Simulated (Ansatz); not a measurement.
## KBr: short molecular dynamics at 2600 K

Method: Ansatz 0.2.0, DFT PBE, scalar-relativistic, plane waves, PAW. Settings: plane waves to 420 eV, k-mesh 2×2×2 (shifted by 0.5, 0.5, 0.5 steps), Fermi–Dirac smearing 0.22 eV. The mesh is coarse. No spin polarisation.

16 atoms, starting at 1.10 times the perfect crystal's volume (space group Fm-3m, the cell as given, not relaxed at this level); Nosé–Hoover thermostat at 2600 K, fixed cell; 27 steps of 6 fs. The run is short and not equilibrated. The time step is on the long side.

First frame:

```xyz
16
Lattice="0.0000 6.7976 6.7976 6.7976 0.0000 6.7976 6.7976 6.7976 0.0000" Properties=species:S:1:pos:R:3 pbc="T T T"
K     0.0000    0.0000    0.0000
K     3.3988    3.3988    0.0000
K     3.3988    0.0000    3.3988
K     6.7976    3.3988    3.3988
K     0.0000    3.3988    3.3988
K     3.3988    6.7976    3.3988
K     3.3988    3.3988    6.7976
K     6.7976    6.7976    6.7976
Br    3.3988    3.3988    3.3988
Br    6.7976    6.7976    3.3988
Br    6.7976    3.3988    6.7976
Br   10.1963    6.7976    6.7976
Br    3.3988    6.7976    6.7976
Br    6.7976   10.1963    6.7976
Br    6.7976    6.7976   10.1963
Br   10.1963   10.1963   10.1963
```

- Mean temperature over the second half: 1352 K
- Mean pressure over the second half (kinetic part included): 1.8 GPa
- Mean potential energy above the perfect crystal (as given, at volume ratio 1; besides heat the difference comes from the volume, 10 % larger; its own run had another smearing, without effect beside its gap): 221 meV/atom
- Drift of the conserved energy over the run: 0.7 meV/atom
- Mean-square drift of Br from first to last step (mean shift of all atoms removed): 0.63 Å²
- Mean-square drift of K from first to last step (mean shift of all atoms removed): 0.71 Å²

Pair distribution functions g(r), second half of the run, up to half the cell's height:

```tsv
r (Å)	Br-Br	Br-K	K-K
2.55	0.0	0.0	0.0
2.65	0.0	0.2	0.0
2.75	0.0	0.4	0.0
2.85	0.0	2.3	0.1
2.95	0.0	3.0	0.3
3.05	0.0	3.9	0.1
3.15	0.0	2.2	0.1
3.25	0.0	3.4	0.1
3.35	0.0	3.8	0.1
3.45	0.0	2.5	0.1
3.55	0.0	1.9	0.6
3.65	0.8	1.7	0.8
3.75	0.9	1.6	0.8
3.85	0.3	0.6	1.1
```

Along the run (potential energy from its first value; pressure with the kinetic part):

```tsv
t (fs)	T (K)	ΔE_pot (meV/atom)	P (GPa)
0.0	2600	0.0	0.4
6.0	2576	2.9	0.4
12.0	2502	11.9	0.5
18.0	2374	27.4	0.7
24.0	2191	49.8	0.9
30.0	1961	78.4	1.2
36.0	1704	110.8	1.5
42.0	1454	142.6	1.7
48.0	1250	169.1	1.9
54.0	1116	187.3	2.1
60.0	1050	197.7	2.2
66.0	1034	202.5	2.2
72.0	1050	204.0	2.2
78.0	1088	203.8	2.1
84.0	1143	202.4	2.1
90.0	1209	200.4	2.0
96.0	1279	198.8	1.9
102.0	1342	198.7	1.8
108.0	1390	201.0	1.8
114.0	1420	205.6	1.7
120.0	1434	212.0	1.7
126.0	1436	219.3	1.7
132.0	1431	226.7	1.7
138.0	1420	234.4	1.7
144.0	1401	242.4	1.7
150.0	1372	251.2	1.8
156.0	1336	260.4	1.8
162.0	1307	268.6	1.9
```

Cost: 1 run of about 17 core-minutes (earlier runs that led there not counted), on Arm Neoverse N1 (shared hosts).